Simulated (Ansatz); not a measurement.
# TiAl: two normal modes frozen in, part 2 of 2

A grid of calculations on TiAl (P-6m2, No. 187; 4 atoms in the cell), to see where the energy is lowest and how it rises around there.

Ansatz 0.2.0; DFT PBEsol, scalar-relativistic, plane waves, PAW.

### Step 12. Changing settings: eigensolver.kind davidson, ecutwfc left out

Contents of input.yaml:

```yaml
crystal:
  lattice:
    - [-2.8475477342, 0.0, 0.0]
    - [0.0, 4.9320973526, 0.0]
    - [1.4237738671, -2.4660486763, -4.6191923826]
  atoms:
    - { symbol: Ti, position: [0.502120489, 0.5215493697, 0.0042409781] }
    - { symbol: Ti, position: [-0.002120489, 0.0173083916, -0.0042409781] }
    - { symbol: Al, position: [0.75, 0.0373082888, 0.5] }
    - { symbol: Al, position: [0.25, 0.5604221878, 0.5] }
kpoints:
  mp_grid: { grid: [16, 16, 16] }
hamiltonian:
  xc: pbesol
  pseudopotentials: { kind: paw, azcp: { folder: soft_1 } }
scf:
  occupations: { method: gaussian, width: 0.15 }
  eigensolver: { kind: davidson }
output:
  forces: true
  eigenvalues: true
  stress: true
```

On the command line:

```
> ansatz run input.yaml --threads 2 --pin off --max-ram 4096MiB --backend cpu --events-out ev --progress --plain --runs-dir out
```

Output (excerpt; [...] marks lines left out):

```text
Warning: <dir> the record states the generating functional pbe (its physics header spells it `PBE`), which answers neither for hamiltonian.xc's functional nor for the pbesol family's — results may be inconsistent (PPs are generated against a specific XC)
[...]
Warning: RAYON_NUM_THREADS=2 ignored (pool sized by the plan → 2); use --threads N
[...]
Pseudopotentials: kind: paw
Pseudopotential: Ti, paw, valence charge 12, recommended cutoff 420 eV (normal), <dir>
Pseudopotential: Al, paw, valence charge 3, recommended cutoff 420 eV (normal), <dir>
Functional definition: PBEsol
[...]
Crystal: 4 atoms, lattice volume = 64.874 Å³
Basis set: ecut = 420 eV, 1263 PW (Γ), exchange–correlation on 40×72×80 points (8 copies of the dense FFT grid, shifted against one another)
Bands: 19, of which v1, the nominal top of the filled ones, is band 15 counted from 1 (14 counted from 0)
Symmetry: 4 space group operations
Space group: Imm2 (ITA 44), of the structure as read, at distance tolerance 4.0e-5 Å
k-points: 621 of 4096 (time reversal used)
[...]
the search or the solves at the SCF's close may have found levels that the self-consistency loop had missed (the run counts none). By its estimate they hold under 1e-12 electrons; where the run keeps them, the occupations were computed again with them
[...]
SCF converged after 9 iterations
Free energy (F): -5997.711171 eV
[...]
E sigma→0 (E₀):  -5997.682775 eV
Entropy (-TS):   -0.056792 eV (-14.198 meV/atom)
Fermi energy:    10.648951 eV
[...]
--- Forces (eV/Å), atoms counted from 1 ---
  atom   1  Ti    -0.00000000    -0.72599264     0.41376444
  atom   2  Ti     0.00000000    -0.72599264    -0.41376444
  atom   3  Al    -0.00000000     1.34133189     0.00000000
  atom   4  Al    -0.00000000     0.11067481     0.00000000
[...]
--- Stress (GPa, compression-positive) ---
       -3.740203      -0.000000       0.000000
       -0.000000       4.211655      -0.000000
        0.000000      -0.000000       2.757705
  P = ⅓ Tr σ = 1.0764 GPa (10.764 kbar)
--- Band table (eV; the first three rows and the last of 621) ---
  k-point 0: bands = ["-45.5351", "-45.4291", "-22.1511", "-21.9834", "-21.8816", "-21.6844", "-21.5407", "-21.5238", "1.6032", "6.9130", "8.0662", "8.4295", "8.7902", "8.9842", "11.0437", "11.5872", "11.9543", "11.9761", "12.6117"]
[...]
```

It took 1.9 min on 2 threads of Arm Neoverse N1, shared host; peak memory 0.67 GiB.

| run | ending | energy change | pressure (GPa) | gap (eV) | force (eV/Å) | cycles | time |
| --- | --- | --- | --- | --- | --- | --- | --- |
| step 11 | converged | 0 | 1.1 | 0.00 | 1.34 | 8 | 87 s |
| variant | converged | +0.8 meV/atom | 1.1 | 0.00 | 1.34 | 9 | 1.9 min |

Changing the solver and cutoff moves the energy by +0.8 meV/atom.

### Step 13. Grid point (0.085 Å, 0.000 Å)

Contents of input.yaml:

```yaml
crystal:
  lattice:
    - [-2.8475477342, 0.0, 0.0]
    - [0.0, 4.9320973526, 0.0]
    - [1.4237738671, -2.4660486763, -4.6191923826]
  atoms:
    - { symbol: Ti, position: [0.5, 0.4902855597, 0.0] }
    - { symbol: Ti, position: [0.0, -0.0097144403, 0.0] }
    - { symbol: Al, position: [0.75, 0.1005673808, 0.5] }
    - { symbol: Al, position: [0.25, 0.6005673808, 0.5] }
basis:
  ecutwfc: 520.0
kpoints:
  mp_grid: { grid: [16, 16, 16] }
hamiltonian:
  xc: pbesol
  pseudopotentials: { kind: paw, azcp: { folder: soft_1 } }
scf:
  occupations: { method: gaussian, width: 0.15 }
output:
  forces: true
  stress: true
  eigenvalues: true
```

On the command line:

```
> ansatz run input.yaml --threads 2 --pin off --max-ram 4096MiB --backend cpu --events-out ev --progress --plain --runs-dir out
```

Output (excerpt; [...] marks lines left out):

```text
Warning: <dir> the record states the generating functional pbe (its physics header spells it `PBE`), which answers neither for hamiltonian.xc's functional nor for the pbesol family's — results may be inconsistent (PPs are generated against a specific XC)
[...]
Warning: RAYON_NUM_THREADS=2 ignored (pool sized by the plan → 2); use --threads N
[...]
[... 4 set-up lines as earlier in the session ...]
[...]
Crystal: 4 atoms, lattice volume = 64.874 Å³
Basis set: ecut = 520 eV, 1761 PW (Γ), exchange–correlation on 48×80×90 points (8 copies of the dense FFT grid, shifted against one another)
Bands: 19, of which v1, the nominal top of the filled ones, is band 15 counted from 1 (14 counted from 0)
[... 2 set-up lines as earlier in the session ...]
k-points: 621 of 4096 (time reversal used)
[...]
SCF iter   8: F=-5997.902884 eV  HF=-5997.902884 eV  |F-HF|=2.59e-9  |Δ(HF+E_count)|=   1.92e-8  Δρ=2.15e-6  dr2=3.67e-9  ethr=3.33e-10  ⟨swp⟩=3.8  Hψ=34547  notcnv=0
[...]
SCF converged after 8 iterations
Free energy (F): -5997.902884 eV
[...]
E sigma→0 (E₀):  -5997.873522 eV
Entropy (-TS):   -0.058724 eV (-14.681 meV/atom)
Fermi energy:    10.645314 eV
[...]
--- Forces (eV/Å), atoms counted from 1 ---
  atom   1  Ti     0.00000000     0.23200434     0.00000000
  atom   2  Ti     0.00000000     0.23200434     0.00000000
  atom   3  Al    -0.00000000    -0.23200362     0.00000000
  atom   4  Al    -0.00000000    -0.23200362     0.00000000
[...]
--- Stress (GPa, compression-positive) ---
        2.379491      -0.000000      -0.000000
       -0.000000      -2.180158      -0.000000
       -0.000000      -0.000000       0.332053
  P = ⅓ Tr σ = 0.1771 GPa (1.771 kbar)
--- Band table (eV; the first three rows and the last of 621) ---
  k-point 0: bands = ["-45.5482", "-45.4423", "-22.1732", "-21.9916", "-21.8911", "-21.6825", "-21.5486", "-21.5388", "1.6193", "6.9286", "8.3104", "8.3399", "8.7032", "8.8571", "11.2921", "11.6439", "11.9481", "11.9646", "12.5597"]
[...]
```

Wall time 86 s (2 threads of Arm Neoverse N1, shared host); peak memory 1.1 GiB.

That is 33 meV from the zero.

### Step 14. Changed: ecutrho_ratio 9, accuracy high, ecutwfc left out

input.yaml, as its differences from that of step 13:

```diff
@@ -11,3 +11,3 @@
 basis:
-  ecutwfc: 520.0
+  ecutrho_ratio: 9
 kpoints:
@@ -21,3 +21,4 @@
   forces: true
+  eigenvalues: true
   stress: true
-  eigenvalues: true
+accuracy: high
```

On the command line:

```
> ansatz run input.yaml --threads 2 --pin off --max-ram 4096MiB --backend cpu --events-out ev --progress --plain --runs-dir out
```

Output (excerpt; [...] marks lines left out):

```text
Warning: <dir> the record states the generating functional pbe (its physics header spells it `PBE`), which answers neither for hamiltonian.xc's functional nor for the pbesol family's — results may be inconsistent (PPs are generated against a specific XC)
[...]
Warning: RAYON_NUM_THREADS=2 ignored (pool sized by the plan → 2); use --threads N
[...]
[... 4 set-up lines as earlier in the session ...]
[...]
Crystal: 4 atoms, lattice volume = 64.874 Å³
Basis set: ecut = 420 eV, 1263 PW (Γ), exchange–correlation on 72×120×128 points (8 copies of the dense FFT grid, shifted against one another)
Bands: 19, of which v1, the nominal top of the filled ones, is band 15 counted from 1 (14 counted from 0)
[... 2 set-up lines as earlier in the session ...]
k-points: 621 of 4096 (time reversal used)
[...]
SCF iter  10: F=-5997.899739 eV  HF=-5997.899739 eV  |F-HF|=9.09e-13  |Δ(HF+E_count)|=  1.27e-11  Δρ=5.16e-8  dr2=1.44e-12  ethr=1.00e-12  ⟨swp⟩=3.2  Hψ=33656  notcnv=0
[...]
SCF converged after 10 iterations
Free energy (F): -5997.899739 eV
[...]
E sigma→0 (E₀):  -5997.870376 eV
Entropy (-TS):   -0.058726 eV (-14.682 meV/atom)
Fermi energy:    10.645712 eV
[...]
--- Forces (eV/Å), atoms counted from 1 ---
  atom   1  Ti     0.00000000     0.23199704     0.00000000
  atom   2  Ti     0.00000000     0.23199704     0.00000000
  atom   3  Al    -0.00000000    -0.23199706     0.00000000
  atom   4  Al    -0.00000000    -0.23199706     0.00000000
[...]
--- Stress (GPa, compression-positive) ---
        2.380070      -0.000000      -0.000000
       -0.000000      -2.178612      -0.000000
       -0.000000      -0.000000       0.335422
  P = ⅓ Tr σ = 0.1790 GPa (1.790 kbar)
--- Band table (eV; the first three rows and the last of 621) ---
  k-point 0: bands = ["-45.5476", "-45.4417", "-22.1728", "-21.9912", "-21.8907", "-21.6820", "-21.5482", "-21.5384", "1.6195", "6.9288", "8.3109", "8.3401", "8.7034", "8.8578", "11.2929", "11.6443", "11.9484", "11.9649", "12.5599"]
[...]
```

Wall time 81 s (2 threads of Arm Neoverse N1, shared host); peak memory 1.1 GiB.

| run | ending | energy change | pressure (GPa) | gap (eV) | force (eV/Å) | cycles | time |
| --- | --- | --- | --- | --- | --- | --- | --- |
| step 13 | converged | 0 | 0.2 | 0.00 | 0.23 | 8 | 86 s |
| variant | converged | +0.8 meV/atom | 0.2 | 0.00 | 0.23 | 10 | 81 s |

Changing the numerical grids, accuracy level and cutoff moves the energy by +0.8 meV/atom.

### Step 15. Point (0.170 Å, −0.057 Å)

input.yaml, as its differences from that of step 13:

```diff
@@ -6,6 +6,6 @@
   atoms:
-    - { symbol: Ti, position: [0.5, 0.4902855597, 0.0] }
-    - { symbol: Ti, position: [0.0, -0.0097144403, 0.0] }
-    - { symbol: Al, position: [0.75, 0.1005673808, 0.5] }
-    - { symbol: Al, position: [0.25, 0.6005673808, 0.5] }
+    - { symbol: Ti, position: [0.502120489, 0.4826916084, 0.0042409781] }
+    - { symbol: Ti, position: [-0.002120489, -0.0215493697, -0.0042409781] }
+    - { symbol: Al, position: [0.75, 0.1062444788, 0.5] }
+    - { symbol: Al, position: [0.25, 0.6293583778, 0.5] }
 basis:
```

On the command line:

```
> ansatz run input.yaml --threads 2 --pin off --max-ram 4096MiB --backend cpu --events-out ev --progress --plain --runs-dir out
```

Output (excerpt; [...] marks lines left out):

```text
[...]
SCF converged after 8 iterations
Free energy (F): -5997.788494 eV
[...]
E sigma→0 (E₀):  -5997.760142 eV
Entropy (-TS):   -0.056704 eV (-14.176 meV/atom)
Fermi energy:    10.646231 eV
[...]
--- Forces (eV/Å), atoms counted from 1 ---
  atom   1  Ti    -0.00000000     0.35313051     0.29009434
  atom   2  Ti     0.00000000     0.35313051    -0.29009434
  atom   3  Al    -0.00000000     0.13572066     0.00000000
  atom   4  Al    -0.00000000    -0.84197995     0.00000000
[...]
--- Stress (GPa, compression-positive) ---
        4.835440      -0.000000      -0.000000
       -0.000000      -4.051840      -0.000000
       -0.000000      -0.000000       1.522124
  P = ⅓ Tr σ = 0.7686 GPa (7.686 kbar)
--- Band table (eV; the first three rows and the last of 621) ---
  k-point 0: bands = ["-45.5428", "-45.4371", "-22.1710", "-21.9895", "-21.8902", "-21.6730", "-21.5479", "-21.5296", "1.6027", "6.9364", "8.2599", "8.4754", "8.6240", "8.8624", "11.3654", "11.6615", "11.9411", "11.9779", "12.5357"]
[...]
```

It took 87 s on 2 threads of Arm Neoverse N1, shared host; peak memory 1.1 GiB.

On the map this point reads 147 meV.

### Step 16. Grid point (0.085 Å, −0.057 Å)

Contents of input.yaml:

```yaml
crystal:
  lattice:
    - [-2.8475477342, 0.0, 0.0]
    - [0.0, 4.9320973526, 0.0]
    - [1.4237738671, -2.4660486763, -4.6191923826]
  atoms:
    - { symbol: Ti, position: [0.502120489, 0.4924060487, 0.0042409781] }
    - { symbol: Ti, position: [-0.002120489, -0.0118349294, -0.0042409781] }
    - { symbol: Al, position: [0.75, 0.0890104313, 0.5] }
    - { symbol: Al, position: [0.25, 0.6121243303, 0.5] }
basis:
  ecutwfc: 520.0
kpoints:
  mp_grid: { grid: [16, 16, 16] }
hamiltonian:
  xc: pbesol
  pseudopotentials: { kind: paw, azcp: { folder: soft_1 } }
scf:
  occupations: { method: gaussian, width: 0.15 }
output:
  forces: true
  stress: true
  eigenvalues: true
```

On the command line:

```
> ansatz run input.yaml --threads 2 --pin off --max-ram 4096MiB --backend cpu --events-out ev --progress --plain --runs-dir out
```

Output (excerpt; [...] marks lines left out):

```text
[...]
SCF converged after 8 iterations
Free energy (F): -5997.867433 eV
[...]
E sigma→0 (E₀):  -5997.838388 eV
Entropy (-TS):   -0.058089 eV (-14.522 meV/atom)
Fermi energy:    10.650177 eV
[...]
--- Forces (eV/Å), atoms counted from 1 ---
  atom   1  Ti    -0.00000000     0.22340911     0.30970528
  atom   2  Ti     0.00000000     0.22340911    -0.30970528
  atom   3  Al    -0.00000000     0.29674906     0.00000000
  atom   4  Al     0.00000000    -0.74356595     0.00000000
[...]
--- Stress (GPa, compression-positive) ---
        2.574603      -0.000000      -0.000000
       -0.000000      -1.781643      -0.000000
       -0.000000      -0.000000       0.485225
  P = ⅓ Tr σ = 0.4261 GPa (4.261 kbar)
--- Band table (eV; the first three rows and the last of 621) ---
  k-point 0: bands = ["-45.5469", "-45.4411", "-22.1709", "-21.9928", "-21.8929", "-21.6803", "-21.5468", "-21.5368", "1.6038", "6.9303", "8.2054", "8.4495", "8.6775", "8.8738", "11.2988", "11.6409", "11.9488", "11.9672", "12.5560"]
[...]
```

It took 86 s on 2 threads of Arm Neoverse N1, shared host; peak memory 1.1 GiB.

That is 68 meV from the zero.

### Step 17. Point (−0.085 Å, −0.057 Å)

Contents of input.yaml:

```yaml
crystal:
  lattice:
    - [-2.8475477342, 0.0, 0.0]
    - [0.0, 4.9320973526, 0.0]
    - [1.4237738671, -2.4660486763, -4.6191923826]
  atoms:
    - { symbol: Ti, position: [0.502120489, 0.5118349294, 0.0042409781] }
    - { symbol: Ti, position: [-0.002120489, 0.0075939513, -0.0042409781] }
    - { symbol: Al, position: [0.75, 0.0545423363, 0.5] }
    - { symbol: Al, position: [0.25, 0.5776562353, 0.5] }
basis:
  ecutwfc: 520.0
kpoints:
  mp_grid: { grid: [16, 16, 16] }
hamiltonian:
  xc: pbesol
  pseudopotentials: { kind: paw, azcp: { folder: soft_1 } }
scf:
  occupations: { method: gaussian, width: 0.15 }
output:
  forces: true
  stress: true
  eigenvalues: true
```

On the command line:

```
> ansatz run input.yaml --threads 2 --pin off --max-ram 4096MiB --backend cpu --events-out ev --progress --plain --runs-dir out
```

Output (excerpt; [...] marks lines left out):

```text
[...]
SCF converged after 8 iterations
Free energy (F): -5997.854178 eV
[...]
E sigma→0 (E₀):  -5997.825249 eV
Entropy (-TS):   -0.057858 eV (-14.465 meV/atom)
Fermi energy:    10.651587 eV
[...]
--- Forces (eV/Å), atoms counted from 1 ---
  atom   1  Ti    -0.00000000    -0.33449646     0.36978412
  atom   2  Ti     0.00000000    -0.33449646    -0.36978412
  atom   3  Al    -0.00000000     0.92068524     0.00000000
  atom   4  Al    -0.00000000    -0.25169216     0.00000000
[...]
--- Stress (GPa, compression-positive) ---
       -1.829760      -0.000000       0.000000
       -0.000000       2.564633      -0.000000
        0.000000      -0.000000       0.730118
  P = ⅓ Tr σ = 0.4883 GPa (4.883 kbar)
--- Band table (eV; the first three rows and the last of 621) ---
  k-point 0: bands = ["-45.5450", "-45.4390", "-22.1619", "-21.9917", "-21.8904", "-21.6875", "-21.5439", "-21.5357", "1.6038", "6.9176", "8.0993", "8.4292", "8.7647", "8.9350", "11.1319", "11.6057", "11.9542", "11.9660", "12.5953"]
[...]
```

Run time: 87 s. Hardware: 2 threads of Arm Neoverse N1, shared host; peak memory 1.1 GiB.

Energy on the map's scale: 82 meV.

### Step 18. All points together

15 points were computed, 10 more follow by symmetry. Energies in meV, from the relaxed high-symmetry cell:

| amplitude of mode 11 (311 cm⁻¹), largest displacement (Å) ↓, amplitude of mode 6 (183 cm⁻¹), largest displacement (Å) → | −0.170 | −0.085 | 0.000 | 0.085 | 0.170 |
| --- | --- | --- | --- | --- | --- |
| 0.114 | 354 | 207 | 155 | 179 | 251 |
| 0.057 | 222 | 82 | 38 | 68 | 147 |
| 0.000 | 179 | 41 | 0 | 33 | 114 |
| −0.057 | 222 | 82 | 38 | 68 | 147 |
| −0.114 | 354 | 207 | 155 | 179 | 251 |

The pressure (GPa) at each point:

| amplitude of mode 11 (311 cm⁻¹), largest displacement (Å) ↓, amplitude of mode 6 (183 cm⁻¹), largest displacement (Å) → | −0.170 | −0.085 | 0.000 | 0.085 | 0.170 |
| --- | --- | --- | --- | --- | --- |
| 0.114 | 1.95 | 1.34 | 1.11 | 1.20 | 1.49 |
| 0.057 | 1.07 | 0.49 | 0.30 | 0.43 | 0.77 |
| 0.000 | 0.79 | 0.21 | 0.03 | 0.18 | 0.54 |
| −0.057 | 1.07 | 0.49 | 0.30 | 0.43 | 0.77 |
| −0.114 | 1.95 | 1.34 | 1.11 | 1.20 | 1.49 |

### Step 19. Outcome

The summary covers parts 1 to 2.

| quantity | value |
| --- | --- |
| lowest point | (0.000 Å, 0.000 Å), 0 meV |
| highest computed point | (−0.170 Å, −0.114 Å), 354 meV above the lowest |
| modes | 12 from 0 to 342 cm⁻¹ |
| pressure (GPa) | 0.03 at (0.000 Å, 0.000 Å) to 1.95 at (−0.170 Å, −0.114 Å); 0.03 at the lowest point |
| time for all points | 22 min on 2 threads, shared host |
| step 6, run with starting moments (against step 5) | refused |
| step 10, run with ecutrho_ratio 12, occupations.method tetrahedron_uncorrected, width left out (against step 9) | +4.1 meV/atom |
| step 12, run with eigensolver.kind davidson, ecutwfc left out (against step 11) | +0.8 meV/atom |
| step 14, run with ecutrho_ratio 9, accuracy high, ecutwfc left out (against step 13) | +0.8 meV/atom |

In words: No mode of this cell is imaginary beyond 10 cm⁻¹; other wave vectors were not probed. The lowest computed point is at (0.000 Å, 0.000 Å), which is the relaxed high-symmetry cell itself. No other kind of well shows on this grid. The highest computed point, (−0.170 Å, −0.114 Å), lies 354 meV above the lowest. Round the minimum the two coordinates are nearly uncoupled. With the other coordinates free, the energies away from the reference would be the same or lower.
